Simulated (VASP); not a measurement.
# Al in VASP: further runs, part 2 of 2

VASP 6.6.1. Earlier steps stand in the parts before.

## 3. Single point, PBE

File INCAR:

```
PREC = Accurate ; ENCUT = 520
EDIFF = 1E-6 ; ISMEAR = -1
SIGMA = 0.1 ; LREAL = Auto
LASPH = T ; NELM = 80
ALGO = Normal ; ISIF = 2
LWAVE = F ; LCHARG = F
GGA = PE ; NBANDS = 44
```

File KPOINTS:

```
regular mesh
0
Gamma
  2 2 1
```

File POSCAR:

```
Al
1.0
    5.7275650000      0.0000000000      0.0000000000
    4.2956740000      7.4403250000      0.0000000000
    0.0000000000      0.0000000000     15.6765370000
Al
19
Direct
    0.1666684695      0.1111107378      0.0637895984
    0.6666715249      0.1111107378      0.0637895984
    0.1666708227      0.4444429511      0.0637895984
    0.6666738781      0.4444429511      0.0637895984
    0.1666731759      0.7777751644      0.0637895984
    0.6666762313      0.7777751644      0.0637895984
   -0.0971387638      0.2684022539      0.2247116184
    0.4238504514      0.2431211002      0.2438803927
   -0.1379858015      0.5770043647      0.2279329931
    0.3646678844      0.5670451224      0.2112966658
   -0.1046999445      0.9264380252      0.2126809001
    0.3945966833      0.8756069123      0.2181412898
    0.0556788962      0.0118946417      0.3763650097
    0.5660519950     -0.0252811537      0.3989656644
    0.0815278186      0.2921646568      0.4009750368
    0.5702099800      0.3414098174      0.4044132961
    0.0091089148      0.7045525565      0.3591864708
    0.5116327123      0.6793789250      0.3664521061
    0.8806470245      0.5718164193      0.4988155228
```

Potentials or basis: VASP PAW PBE potentials, release 64 (Al).

The run is started by

```console
$ cat potpaw_PBE.64/Al/POTCAR > POTCAR
$ mpirun -np 1 vasp_std > vasp.out
```

OUTCAR:

```text
PREC = Accurate
   ENCUT = 520
   EDIFF = 1E-6
   ISMEAR = -1
   LREAL = Auto
   LASPH = T
   NELM = 80
   ISIF = 2
   GGA = PE

 ion  position               nearest neighbor table
   1  0.167  0.111  0.064-   4 2.86   2 2.86   3 2.86   5 2.86   2 2.86   6 2.86   7 2.90  12 3.00

   2  0.667  0.111  0.064-  11 2.76   1 2.86   3 2.86   4 2.86   6 2.86   5 2.86   1 2.86   8 3.10

   3  0.167  0.444  0.064-   6 2.86   4 2.86   2 2.86   5 2.86   1 2.86   4 2.86  10 2.99   9 3.00
                             8 3.25
   4  0.667  0.444  0.064-  10 2.76   1 2.86   3 2.86   5 2.86   6 2.86   2 2.86   3 2.86   7 2.90
                             9 3.23
   5  0.167  0.778  0.064-  11 2.74  10 2.80   6 2.86   4 2.86   3 2.86   1 2.86   2 2.86   6 2.86
                            12 3.06
   6  0.667  0.778  0.064-  12 2.77   3 2.86   5 2.86   4 2.86   2 2.86   5 2.86   1 2.86   9 2.99
                            11 3.24
   7  0.903  0.268  0.225-   9 2.54  10 2.87   8 2.87   8 2.90   1 2.90   4 2.90  11 2.97  15 2.99
                            13 3.06  12 3.13  16 3.28
   8  0.424  0.243  0.244-  10 2.68  11 2.75   7 2.87   7 2.90  16 2.91  15 3.04   9 3.07   2 3.10
                            14 3.16   3 3.25  12 3.27
   9  0.862  0.577  0.228-   7 2.54  12 2.63  17 2.66  18 2.78  10 2.85  10 2.90   6 2.99   3 3.00
                             8 3.07  11 3.11   4 3.23
  10  0.365  0.567  0.211-   8 2.68  12 2.74   4 2.76   5 2.80   9 2.85   7 2.87  18 2.89   9 2.90
                            11 2.91  17 2.92   3 2.99
  11  0.895  0.926  0.213-  12 2.67   5 2.74   8 2.75   2 2.76  17 2.84  10 2.91  13 2.94   7 2.97
                            12 3.11   9 3.11   6 3.24
  12  0.395  0.876  0.218-   9 2.63  11 2.67  10 2.74  18 2.75   6 2.77   1 3.00  13 3.00   5 3.06
                            11 3.11   7 3.13  14 3.25   8 3.27
  13  0.056  0.012  0.376-  15 2.51  18 2.75  17 2.80  14 2.80  16 2.84  11 2.94  14 3.00  12 3.00
                             7 3.06
  14  0.566  0.975  0.399-  17 2.52  15 2.75  18 2.75  13 2.80  13 3.00  16 3.16   8 3.16  12 3.25

  15  0.082  0.292  0.401-  13 2.51  19 2.59  16 2.74  14 2.75   7 2.99  16 3.03   8 3.04  18 3.34

  16  0.570  0.341  0.404-  15 2.74  18 2.81  13 2.84   8 2.91  15 3.03  14 3.16  17 3.25   7 3.28

  17  0.009  0.705  0.359-  14 2.52   9 2.66  19 2.73  18 2.78  13 2.80  11 2.84  10 2.92  18 2.97
                            16 3.25
  18  0.512  0.679  0.366-  13 2.75  12 2.75  14 2.75  19 2.77  17 2.78   9 2.78  16 2.81  10 2.89
                            17 2.97  15 3.34
  19  0.881  0.572  0.499-  15 2.59  17 2.73  18 2.77

  LATTYP: Found a simple monoclinic cell.
 ALAT       =     5.7275650000
 B/A-ratio  =     2.7370334514
 C/A-ratio  =     1.3228756151
 COS(beta)  =    -0.1889822093

  Lattice vectors:

 A1 = (   5.7275650000,   0.0000000000,   0.0000000000)
 A2 = (   0.0000000000,   0.0000000000, -15.6765370000)
 A3 = (  -1.4318910000,   7.4403250000,   0.0000000000)

Analysis of symmetry for initial positions (statically):
=====================================================================
 Subroutine PRICEL returns:
 Original cell was already a primitive cell.

 Routine SETGRP: Setting up the symmetry group for a
 simple monoclinic supercell.

 Subroutine GETGRP returns: Found  1 space group operations
 (whereof  1 operations were pure point group operations)
 out of a pool of  4 trial point group operations.

The static configuration has the point symmetry C_1 .

[... 106 lines left out ...]
  0.500000  0.500000  0.000000      1.000000
   k-points           NKPTS =      4   k-points in BZ     NKDIM =      4   number of bands    NBANDS=     44
   number of dos      NEDOS =    301   number of ions     NIONS =     19
   total plane-waves  NPLWV = 368640
   dimension x,y,z NGX =    48 NGY =   64 NGZ =  120
   dimension x,y,z NGXF=    96 NGYF=  128 NGZF=  240
   ions per type =              19
   NGX,Y,Z   is equivalent  to a cutoff of  13.93, 12.38, 12.73 a.u.
   NGXF,Y,Z  is equivalent  to a cutoff of  27.86, 24.77, 25.45 a.u.
 SYSTEM =  unknown system
   PREC   = accura    normal or accurate (medium, high low for compatibility)
   ISTART =      0    job   : 0-new  1-cont  2-samecut
   ICHARG =      2    charge: 1-file 2-atom 10-const
   ISPIN  =      1    spin polarized calculation?
   LNONCOLLINEAR =      F non collinear calculations
   LSORBIT =      F    spin-orbit coupling
   LASPH  =      T    aspherical Exc in radial PAW
   ENCUT  =  520.0 eV  38.22 Ry    6.18 a.u.  10.65 15.97 29.15*2*pi/ulx,y,z
   NELM   =     80;   NELMIN=  2; NELMDL= -5     # of ELM steps
   EDIFF  = 0.1E-05   stopping-criterion for ELM
   LREAL  =      T    real-space projection
   EDIFFG = 0.1E-04   stopping-criterion for IOM
   NSW    =      0    number of steps for IOM
   IBRION =     -1    ionic relax: 0-MD 1-quasi-New 2-CG
   NFREE  =      0    steps in history (QN), initial steepest desc. (CG)
   ISIF   =      2    stress and relaxation
   ISYM   =      2    0-nonsym 1-usesym 2-fastsym
   POTIM  = 0.5000    time-step for ionic-motion
   TEBEG  =    0.0;   TEEND  =   0.0 temperature during run
   PSTRESS=    0.0 pullay stress
   NELECT =      57.0000    total number of electrons
   NUPDOWN=      -1.0000    fix difference up-down
   EMIN   =  10.00;   EMAX   =-10.00  energy-range for DOS
   EFERMI =   0.00;   METHOD = LEGACY
   ISMEAR =    -1;   SIGMA  =   0.10  broadening in eV -4-tet -1-fermi 0-gaus
   EFERMI_NEDOS =   21; number of points for ismear=-14 and -15
   IALGO  =     38    algorithm
   IMIX   =      4    mixing-type and parameters
     AMIX     =   0.40;   BMIX     =  1.00
     AMIX_MAG =   1.60;   BMIX_MAG =  1.00
  volume/ion in A,a.u.               =      35.16       237.28
  Fermi-wavevector in a.u.,A,eV,Ry     =   0.720713  1.361950  7.067239  0.519427
  Thomas-Fermi vector in A             =   1.810236
   LORBIT       =      0    0 simple, 1 ext, 2 COOP (PROOUT), +10 PAW based schemes
   GGA     = PE    functional components
   LHFCALC =     F    Hartree Fock is set to
   AEXX    =    0.0000 exact exchange contribution
   IVDW    =     0    specifies the selected vdW correction
   LEPSILON=     F    determine dielectric tensor
   LRPA    =     F    only Hartree local field effects (RPA)
 non-spin polarized calculation
  energy-cutoff  :      520.00
  volume of cell :      668.05
 maximum number of plane-waves:     17987
 NGX is ok and might be reduce to    48
   NGX = 21   NGY = 31   NGZ = 59

 number of electron      57.0000000 magnetization

 Free energy of the ion-electron system (eV)
  ---------------------------------------------------
  ext. energy  EPLUGINS =         0.00000000
  ---------------------------------------------------
  free energy    TOTEN  =       -64.47600045 eV

  energy without entropy =      -64.17087459  energy(sigma->0) =      -64.32343752

 E-fermi :   1.6639     XC(G=0):  -6.1435

 val. band max:        1.6062031647   @ k =   0.5000   0.5000   0.0000
 cond. band min:       1.6822175742   @ k =   0.0000   0.0000   0.0000
 fundamental gap:      0.0760144096
 Fermi energy:         1.6638562347

 k-point     1 :       0.0000    0.0000    0.0000
  band No.  band energies     occupation
      1      -8.4989      2.00000
      2      -7.1477      2.00000
      3      -5.9414      2.00000
      4      -5.7681      2.00000
      5      -5.0867      2.00000
      6      -4.6067      2.00000
[... 161 lines left out ...]
     39       3.7214      0.00000
     40       3.7956      0.00000
 [bands above 40 left out]

------------------------ aborting loop because EDIFF is reached ----------------------------------------

  FORCE on cell =-STRESS in cart. coord.  units (eV):
  Direction    XX          YY          ZZ          XY          YZ          ZX
  --------------------------------------------------------------------------------------
  -------------------------------------------------------------------------------------
  Total      -11.0505508     -0.1163366     -1.3273935      0.9484986      1.3921446     -0.9801865
  in kB      -26.5022315     -0.2790068     -3.1834514      2.2747581      3.3387419     -2.3507542
  external PRESSURE =      -9.9882299 kB  Pullay stress =       0.0000000 kB

 VOLUME and BASIS-vectors are now :
 -----------------------------------------------------------------------------
  energy-cutoff  :      520.00
  volume of cell :      668.05
      direct lattice vectors                 reciprocal lattice vectors
     5.727565000  0.000000000  0.000000000     0.174594265 -0.100802054  0.000000000
     4.295674000  7.440325000  0.000000000     0.000000000  0.134402731  0.000000000
     0.000000000  0.000000000 15.676537000     0.000000000  0.000000000  0.063789598

 POSITION                                       TOTAL-FORCE (eV/Angst)
 -----------------------------------------------------------------------------------
      1.43190      0.82670      1.00000         0.090727      0.101178      0.129480
      4.29570      0.82670      1.00000        -0.114076      0.237099      0.039091
      2.86380      3.30680      1.00000        -0.136298     -0.029671      0.092975
      5.72760      3.30680      1.00000         0.273440      0.043868     -0.170591
      4.29570      5.78690      1.00000         0.113012     -0.096570     -0.236862
      7.15950      5.78690      1.00000         0.165463     -0.185460      0.037898
[... 11 lines left out ...]
      5.84880      5.05480      5.74470        -0.155745     -0.401748      0.204019
      7.50030      4.25450      7.81970        -0.086029      0.313787     -0.008955
 -----------------------------------------------------------------------------------
    total drift:                                0.001823      0.002565      0.000085

  FREE ENERGIE OF THE ION-ELECTRON SYSTEM (eV)
  ---------------------------------------------------
  free  energy   TOTEN  =       -64.4760004500 eV

  energy  without entropy=      -64.1708745928  energy(sigma->0) =      -64.32343752
```

Run time: 5.6 min. Hardware: 1 thread of AMD EPYC 7R43 (Zen 3), shared host; peak memory 0.62 GiB.

Results:

```yaml
Free_energy: -64.4760 eV
Largest_force: 1.245 eV/Å
Band_gap_on_the_k_mesh: none (metal or under the smearing width)
```

Forces on the atoms (eV/Å):
```
Al   0.091  0.101  0.129
Al  -0.114  0.237  0.039
Al  -0.136 -0.030  0.093
Al   0.273  0.044 -0.171
Al   0.113 -0.097 -0.237
Al   0.165 -0.185  0.038
Al  -0.158 -0.951  0.060
Al  -0.575 -0.374 -0.073
Al   0.570  0.246 -0.562
Al  -0.171  0.038  0.478
Al  -0.560 -0.061  0.475
Al   0.362  0.951  0.170
Al  -0.742 -0.669 -0.352
Al  -0.056  0.923  0.017
Al   0.924  0.712 -0.216
Al  -0.564  0.141 -0.084
Al   0.819 -0.937  0.002
Al  -0.156 -0.402  0.204
Al  -0.086  0.314 -0.009
```

Caveat: the k mesh is coarse (spacing up to 0.63 Å⁻¹), so the values aren't converged.
